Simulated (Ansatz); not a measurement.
## A strain series on MgI2 (fluorite): uniaxial along z, other directions held

MgI2 in the fluorite structure, relaxed with r2SCAN in the PAW code Ansatz, then strained (uniaxial along z, other directions held; changes of length per length, axes as in the cell below) with the atoms relaxed again within the symmetry that is left. Space group Fm-3m (No. 225), cubic; a = 7.511 Å in the conventional setting, 35.32 Å³ an atom. Mg is surrounded by 8 I at 3.25 Å; I is surrounded by 4 Mg at 3.25 Å. No spin polarisation. The prototype was imposed, so other structures may be more stable.

```xyz
3
Lattice="0.0000 3.7557 3.7557 3.7557 0.0000 3.7557 3.7557 3.7557 0.0000" Properties=species:S:1:pos:R:3 pbc="T T T"
Mg    0.0000    0.0000    0.0000
I     1.8779    1.8779    1.8779
I     5.6336    5.6336    5.6336
```

Gaps are the least over each mesh (PBE 6×6×6, r2SCAN 6×6×6, HSE06 4×4×4 when unstrained) and the special points, which keep their unstrained names; stress is the change from the unstrained cell, compression positive.

| strain (%) | gap, PBE (eV) | gap, r2SCAN (eV) | gap, HSE06 (eV) | edges, HSE06 | stress along the strain, r2SCAN (GPa) | energy rise, r2SCAN (meV/atom) |
| --- | --- | --- | --- | --- | --- | --- |
| -2.09 | 0.519 | 1.250 | 1.339 | X → Γ | +2.13 | 4.7 |
| -1.89 | 0.529 | 1.260 | 1.349 | X → Γ | +1.91 | 3.8 |
| -1.0 | 0.569 | 1.301 | 1.389 | X → Γ | +0.97 | 1.0 |
| 0.0 | 0.609 | 1.341 | 1.427 | X → Γ | 0.00 | 0.0 |

Spin-orbit coupling is left out, which matters wherever the heavy atoms make up the band edges.

The meshes of the hybrids are coarse, so their gaps aren't converged to the digits shown.
